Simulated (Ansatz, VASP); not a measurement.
## GaP: VASP beside Ansatz

File INCAR:

```
SYSTEM = GaP
ALGO = Normal
EDIFF = 1E-7
ENCUT = 520
GGA = PS
ISIF = 2
ISMEAR = 0
LASPH = .TRUE.
LCHARG = .FALSE.
LREAL = .FALSE.
LWAVE = .FALSE.
NBANDS = 16
NELM = 60
PREC = Accurate
SIGMA = 0.05
```

Contents of KPOINTS:

```
k-points
0
G
  10 10 10
  0 0 0
```

Contents of POSCAR:

```
GaP
1.0
    0.0000000000      2.8913065175      2.7408346929
    2.7408346929      0.0000000000      2.7408346929
    2.7408346929      2.8913065175      0.0000000000
Ga P
1 1
Direct
    0.0000000000      0.0000000000      0.0000000000
    0.7500000000      0.7500000000      0.7500000000
```

Input for Ansatz:

```yaml
crystal:
  lattice:
    - [0.0, 2.8913065175, 2.7408346929]
    - [2.7408346929, 0.0, 2.7408346929]
    - [2.7408346929, 2.8913065175, 0.0]
  atoms:
    - { symbol: Ga, position: [0.0, 0.0, 0.0] }
    - { symbol: P, position: [0.75, 0.75, 0.75] }
basis:
  ecutwfc: 420
kpoints:
  mp_grid: { grid: [10, 10, 10] }
hamiltonian:
  xc: pbesol
  pseudopotentials: { kind: paw, azcp: { folder: soft_1 } }
scf:
  occupations: { method: gaussian, width: 0.05 }
output:
  forces: true
  stress: true
  eigenvalues: true
```

Alike in both runs: task single point; functional PBEsol; k mesh 10 × 10 × 10; occupations gaussian, width 0.05 eV; no spin polarisation.

|  | VASP | Ansatz |
| --- | --- | --- |
| version | VASP 6.6.1 | Ansatz 0.2.0 |
| potentials or method | VASP PAW PBE potentials, release 64 (Ga_d, P) | scalar-relativistic, plane waves, PAW |
| plane-wave cutoff (eV) | 520 | 420 |
| valence electrons in the cell | 18 | 18 |

VASP gave:

- gap on the k mesh at the Fermi level (eV): 1.06
- least direct gap on the mesh (eV): 1.06
- pressure (GPa): -5.6
- largest component of the traceless stress (GPa): 2.82

Question: Which values does Ansatz return?

Answer: gap on the k mesh at the Fermi level (eV): 1.05; least direct gap on the mesh (eV): 1.05; pressure (GPa): -5.5; largest component of the traceless stress (GPa): 2.82.

With one functional, cell and mesh, what is left measures potentials, basis and numerics. Ansatz warned: «pseudo_functional_mismatch».

Caveats: the PAW data sets were made with another functional, which shifts forces and pressure a little (VASP). A k mesh can miss the band edges.
